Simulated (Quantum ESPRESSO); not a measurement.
Runs of Quantum ESPRESSO 7.5 on Te2Mo. It takes space group R-3m (No. 166, trigonal). Conventional cell: a = 4.143 Å, b = 4.143 Å, c = 18.790 Å, α = 90.00°, β = 90.00°, γ = 120.00°. Mo (site symmetry -3m) has 6 Te at 2.84 Å as nearest neighbours. Te (site symmetry 3m) has 3 Mo at 2.84 Å as nearest neighbours. The cell was built by a generator and needn't be a form met in nature.

```csv
level,form of the LDA correlation,gap on the mesh (eV),pressure (GPa),moment (μB),largest force (eV/Å)
PBEsol+U,-,none,-1.9,2.43,0.12
LDA+U,PZ81,none,-3.8,(a),(b)
RPBE+U,-,none,(d),2.37,0.18
revPBE+U,-,none,2.2,2.38,(c)
PW91+U,-,none,0.8,2.40,0.10
```

Alike in all rows: task single point; potentials or basis PseudoDojo 0.4.1 SR PBE standard; spin collinear, ferromagnetic start; Mo d U = 6 eV; cell as given; k mesh 5 × 5 × 5; cutoff (eV) 1088; smearing gaussian 0.05 eV.

Fill in the values left out.

(a) 2.49; (b) 0.30; (c) 0.15; (d) 2.7.

Caveats: the potentials were made for another functional, which shifts forces and pressure; the U is typed as a test and isn't derived for this compound.

A k mesh can miss the band edges, and the runs leave out spin-orbit coupling on Mo, Te.

A gap of «none» marks a metal or a gap under the smearing width.

Runs at the PBE level aren't shown here.
